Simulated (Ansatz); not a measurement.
Te2Mo in Ansatz: the effect of Hubbard term

Te2Mo, a slab with vacuum:

```
CELL_PARAMETERS angstrom
3.56138 0.00000 0.00000
-1.78069 3.08425 0.00000
0.00000 0.00000 38.99027
ATOMIC_POSITIONS crystal
Te 0.33333 0.66667 0.32822
Te 0.33333 0.66667 0.95182
Te 0.66667 0.33333 0.14008
Te 0.66667 0.33333 0.76363
Te 0.66667 0.33333 0.04818
Te 0.66667 0.33333 0.67178
Te 0.33333 0.66667 0.23637
Te 0.33333 0.66667 0.85992
Mo 0.66667 0.33333 0.28234
Mo 0.66667 0.33333 0.90586
Mo 0.33333 0.66667 0.09414
Mo 0.33333 0.66667 0.71766
```

Alike in all runs:

| Quantity | Value |
| --- | --- |
| Program | Ansatz 0.2.0 |
| Task | single point |
| Functional | PBEsol |
| Potentials or basis | Ansatz PAW |
| Cutoff | 420 eV (not typed: the program's choice for these potentials) |
| k mesh | 7 × 7 × 1 |
| Occupations | fermi-dirac, width 0.05 eV |
| Spin | no spin polarisation |
| Hubbard projectors | ortho-atomic (the default) |
| Double counting | fll (the default) |

```csv
Hubbard term,gap on the mesh (eV),largest force (eV/Å)
Mo d U = 5 eV,1.11,0.27
Mo d U = 6 eV,0.94,0.32
Mo d U = 8 eV,?,?
```

**Question.** What does the run with Hubbard term Mo d U = 8 eV give?

**Answer.** gap on the mesh 1.05 eV; largest force 0.26 eV/Å.

Caveats: odd divisions of the mesh miss points on the zone boundary, where band edges often lie, so the gap on the mesh can be too wide; spin-orbit coupling is left out, which moves the levels of the heavy elements; the PAW data sets come from PBE, with cores solved anew for the run's functional, which leaves a small shift of forces and pressure; the U is typed as a test and isn't derived for this compound.

A k mesh can miss the band edges.
